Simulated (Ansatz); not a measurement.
Runs of Ansatz 0.2.0 on Co. The structure is trigonal, space group P-3m1 (No. 164). The conventional cell has a = 2.487 Å, b = 2.487 Å, c = 4.063 Å, α = 90.00°, β = 90.00°, γ = 120.00°. Around Co (site symmetry 3m) lie 12 Co at 2.42 to 2.55 Å.

```tsv
level	gap on the mesh (eV)	pressure (GPa)	moment (μB)	relaxed volume (Å³/atom)
PBEsol+D3(BJ)-ATM	none	0.0	(a)	(b)
PBEsol+D4	none	0.0	3.09	10.21
PBEsol+D3(BJ)	none	0.0	3.05	10.10
PBEsol	none	0.0	3.13	10.37
```

Alike in all rows: task relaxation of cell and atoms; potentials or basis Ansatz PAW; spin collinear, ferromagnetic start; cell relaxed; k mesh 12 × 12 × 7; cutoff (eV) 420; smearing fermi-dirac 0.05 eV.

**Question.** Estimate the missing entries.

**Answer.** (a) 3.07; (b) 10.16.

Caveats: the plane-wave basis is chosen anew once the cell has moved, so the energies of steps on either side of that aren't comparable; the PAW data sets come from PBE, with cores solved anew for the run's functional, which leaves a small shift of forces and pressure; pairwise dispersion overbinds metals, which lowers pressure and volume (some runs).

A gap of «none» marks a metal or a gap under the smearing width.

Runs at the PBE level aren't shown here.
